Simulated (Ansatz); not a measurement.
The cell comes from COD entry 1523630, which wasn't checked; take it as a given geometry. The listed cell was then made from it by scaling, straining or moving an atom.

An input for TaN: DFT, PBEsol, PAW with Ansatz's default frozen-core files, scalar-relativistic (Ansatz 0.2.0). The PAW files were made with PBE; their cores are remade for this functional.

Command: `ansatz run input.yaml --threads 1 --pin off --max-ram 6144MiB --backend cpu --events-out ev --progress --plain --runs-dir out` The run took 9 s on 1 thread of Arm Neoverse V2, on a shared host, peak memory 0.45 GiB.

```yaml
crystal:
  lattice:
    - [3.0480019786, -0.0304800198, -0.0304800198]
    - [-1.5503974607, 2.6548871541, -0.0111564616]
    - [-0.04918, -0.04918, 4.918]
  atoms:
    - { symbol: Ta, position: [0.0, 0.0, 0.0] }
    - { symbol: Ta, position: [0.0, 0.0, 0.5] }
    - { symbol: "N", position: [0.3333333333, 0.6666666667, 0.25] }
    - { symbol: "N", position: [0.6666666667, 0.3333333333, 0.75] }
kpoints:
  mp_grid: { grid: [9, 9, 5] }
scf:
  occupations: { method: fermi_dirac, width: 0.01 }
hamiltonian:
  xc: pbesol
  pseudopotentials: { kind: paw }
output:
  forces: true
  stress: true
  eigenvalues: true
  efg: { contact_densities: true }
```

The results part of the log:

```
SCF 1 converged in 6 iterations: F = -20371.983556 eV  dr2 = 3.90e-8
  greatest PAW one-centre occupation: 1.000 electrons in one spin orbital (limit 2), on the Ta atom at site 0 (counted from 0), in its partial waves of l = 0
SCF converged after 6 iterations
Free energy (F): -20371.983556 eV
Harris-Foulkes:  -20371.983556 eV  (|F-HF|=8.35e-9)
Internal energy: -20371.982709 eV  (E = F + TS)
E sigma→0 (E₀):  -20371.983133 eV
Entropy (-TS):   -0.000847 eV (-0.212 meV/atom)
Fermi energy:    22.751389 eV
--- Per-component energies (eV) ---
  E_band       = -37.983834
  E_kinetic    = 1019.986019
  E_local      = -1153.498898  (includes V_loc(G=0)·N_el)
  E_nonlocal   = 130.837015
  E_hartree    = 404.531887
  E_xc         = -561.227191
  E_vxc        = -570.368111  (∫ρ·V_xc dr)
  E_paw        = -16794.365534  (= ΣΔE_a)
  E_vpaw       = -274.006795  (= ΣTr[D̂ρ^β])
  E_aug_tail   = 0.000557  (compensation charges beyond the density's cutoff)
  E_ewald      = -3418.730054
  E_core_change = 0.483491  (= ΣΔE_core)
  E_smearing   = -0.000847  (= −TS)
  E_closure    = -0.000000  (closes the sum)
  Σ components = -20371.983556   (vs F -20371.983556, Δ=0.00e0)
--- Forces (eV/Å), atoms counted from 1 ---
  atom   1  Ta     0.00000000     0.00000000     0.00000000
  atom   2  Ta     0.00000000     0.00000000     0.00000000
  atom   3  N     -0.43517709     0.01091268    -0.02541945
  atom   4  N      0.43517709    -0.01091268     0.02541945
  max |Σ_I F_I| component: 0.00e0 eV/Å
--- Stress (GPa, compression-positive) ---
       20.911359       3.262312       5.400959
        3.262312      20.867329       5.371846
        5.400959       5.371845     105.332584
  P = ⅓ Tr σ = 49.0371 GPa (490.371 kbar)
--- PAW observables at the nuclei: V_zz in 10²¹ V/m², potentials from the cell's mean, atoms counted from 1 ---
  atom   1  Ta V_zz =   -20.969083   η = 0.3612   by run symmetry: allowed
            electrostatic potential = -14504.557696 V   contact ρ = 8144149.602298 e/Å³
  atom   2  Ta V_zz =   -23.414344   η = 0.4826   by run symmetry: allowed
            electrostatic potential = -14504.561819 V   contact ρ = 8144149.651848 e/Å³
  atom   3  N  V_zz =    +0.761959   η = 0.8720   by run symmetry: allowed
            electrostatic potential = -531.741974 V   contact ρ = 1403.738866 e/Å³
  atom   4  N  V_zz =    +0.761959   η = 0.8720   by run symmetry: allowed
            electrostatic potential = -531.741974 V   contact ρ = 1403.738866 e/Å³
--- Band table (eV; the first three rows and the last of 203) ---
  k-point 0: bands = ["-46.0167", "-45.7102", "-14.3206", "-12.4680", "-12.4428", "-12.0898", "-12.0653", "-11.2543", "3.8629", "7.2980", "12.6305", "14.8111", "14.9519", "17.5096", "19.1140", "19.1265", "19.3005", "20.7882", "21.0259", "21.9737", "22.2778", "25.6126"]
  k-point 1: bands = ["-45.9879", "-45.7400", "-14.0697", "-12.4333", "-12.4086", "-12.1274", "-12.1027", "-11.6015", "4.1489", "6.8384", "13.2428", "15.0658", "15.2103", "17.3838", "18.2582", "18.4067", "19.4673", "21.1278", "21.3609", "22.8082", "23.0793", "26.1995"]
  k-point 2: bands = ["-45.9121", "-45.8174", "-13.3794", "-12.4489", "-12.3415", "-12.3121", "-12.2237", "-12.1983", "4.8927", "5.8756", "14.6322", "15.7966", "15.9493", "16.2115", "16.9221", "17.0854", "21.3919", "22.0700", "22.2913", "23.1811", "23.4111", "24.3708"]
  k-point 202: bands = ["-45.9362", "-45.6924", "-13.8541", "-13.2087", "-12.7637", "-12.6803", "-12.3310", "-11.4943", "5.5114", "6.5520", "13.4349", "14.7892", "14.9350", "16.6593", "16.7174", "17.5271", "19.3849", "22.7540", "23.6389", "25.0266", "25.9323", "27.1281"]
```
